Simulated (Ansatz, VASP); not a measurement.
## Ti in VASP and in Ansatz

```
Ti
1.0
    -1.64199    1.64199    1.64199
     1.64199   -1.64199    1.64199
     1.64199    1.64199   -1.64199
Ti
1
Direct
  0.00000 0.00000 0.00000
```

Alike in both runs: task single point; functional r2SCAN; k mesh 18 × 18 × 18; occupations gaussian, width 0.1 eV; no spin polarisation.

|  | VASP | Ansatz |
| --- | --- | --- |
| version | VASP 6.6.1 | Ansatz 0.2.0 |
| potentials or method | VASP PAW PBE potentials, release 64 (Ti_sv) | scalar-relativistic, plane waves, PAW |
| plane-wave cutoff (eV) | 520 | 500 |
| valence electrons in the cell | 12 | 12 |

VASP gave:

| Quantity | Value |
| --- | --- |
| gap on the k mesh at the Fermi level (eV) | none |
| pressure (GPa) | -2.9 |

Estimate Ansatz's values.

gap on the k mesh at the Fermi level (eV): none; pressure (GPa): -3.1.

A gap of «none» marks a metal or a gap that the smearing closes.

Caveats: the PAW data sets were made with another functional, which shifts forces and pressure a little (VASP).
